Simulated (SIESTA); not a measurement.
The system is SnO2 (Cassiterite).

```xyz
6
Lattice="4.7380 0.0000 0.0000 0.0000 4.7380 0.0000 0.0000 0.0000 3.1865" Properties=species:S:1:pos:R:3 pbc="T T T"
Sn    2.3690    2.3690    1.5933
Sn    0.0000    0.0000    0.0000
O     3.8240    0.9140    1.5933
O     3.2830    3.2830    0.0000
O     0.9140    3.8240    1.5933
O     1.4550    1.4550    0.0000
```

Base run:

* Program: SIESTA 5.4.2
* Functional: PBE
* Potentials or basis: PseudoDojo 0.4 standard (PBE files)
* Basis: DZ (energy shift 0.003 Ry; two zetas on semicore shells)
* Grid cutoff: 800 Ry
* Energy shift: 0.003 Ry
* k mesh: 4 × 4 × 6
* Occupations: fermi-dirac, width 0.05 eV
* Spin: no spin polarisation

Its results: band gap on the k mesh 0.92 eV, direct; pressure 18.0 GPa; largest force 0.410 eV/Å.

Problem. The run is repeated on the same cell with these changes: basis from DZ (energy shift 0.003 Ry; two zetas on semicore shells) to SZP (energy shift 0.003 Ry). What comes out?

Solution. Band gap on the k mesh 0.90 eV, direct; pressure 22.4 GPa; largest force 0.325 eV/Å.

Caveats: spin-orbit coupling is left out, which moves the levels of the heavy elements; the basis of atomic orbitals isn't converged, which shifts pressures, moduli and gaps; the basis has no polarisation orbitals (some runs).

